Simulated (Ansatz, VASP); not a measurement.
## One calculation of Au, two programs

```
Au
1.0
     0.00000    1.99381    1.99381
     1.99381    0.00000    1.99381
     1.99381    1.99381    0.00000
Au
1
Direct
  0.00000 0.00000 0.00000
```

Alike in both runs: task single point; functional LDA; k mesh 12 × 12 × 12; occupations fermi-dirac, width 0.06 eV; no spin polarisation.

|  | VASP | Ansatz |
| --- | --- | --- |
| version | VASP 6.6.1 | Ansatz 0.2 development build |
| potentials or method | VASP PAW LDA potentials, release 64 (Au), cutoff 520 eV | all-electron full-potential LAPW, scalar-relativistic |

|  | VASP | Ansatz | Ansatz less VASP |
| --- | --- | --- | --- |
| pressure (GPa) | 10.5 | 9.9 | -0.62 |

Ansatz ran all-electron here, so the differences hold the error of VASP's frozen core and of both bases.

Spin-orbit coupling is left out, which matters for the levels of Au.
